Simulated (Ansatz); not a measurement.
BaTe (started from an entry of an open crystallographic database), relaxed with r2SCAN: space group Fm-3m (No. 225), cubic; a = 7.065 Å in the conventional setting, 44.08 Å³ an atom. Ba has 6 Te at 3.53 Å; Te has 6 Ba at 3.53 Å. One-shot G0W0@PBE in Ansatz 0.2.0 on a 4×4×4 mesh (contour deformation, no spin-orbit coupling), from a PBE gap of 1.650 eV over the mesh points (the G0W0 gap is indirect on the mesh); the number N of bands summed and the screening cutoff rise together. (Simulation; spin polarisation is off.)

```csv
N,cutoff (eV),1000/N,G0W0 gap (eV)
156,80,6.410,2.551
344,140,2.907,2.674
```

Task: Lay a straight line in 1000/N through these rows.

Result: The slope is -0.0351 eV per unit of 1000/N and the intercept 2.776 eV.

Task: Predict the gap at N = 622 (210 eV).

Result: 2.776 + (-0.0351) × 1.608 = 2.720 eV; the run gives 2.720 eV, 0.000 eV from the line.

Task: With that run's result added, what limit do the last two rows suggest?

Result: Their slope is (2.720 − 2.674)/(1.608 − 2.907) = -0.0354, which meets 1/N = 0 at 2.78 eV, against 2.776 eV from the first line. The two lines nearly agree; the k mesh isn't extrapolated.

Spin-orbit coupling is left out, which matters wherever the heavy atoms make up the band edges.
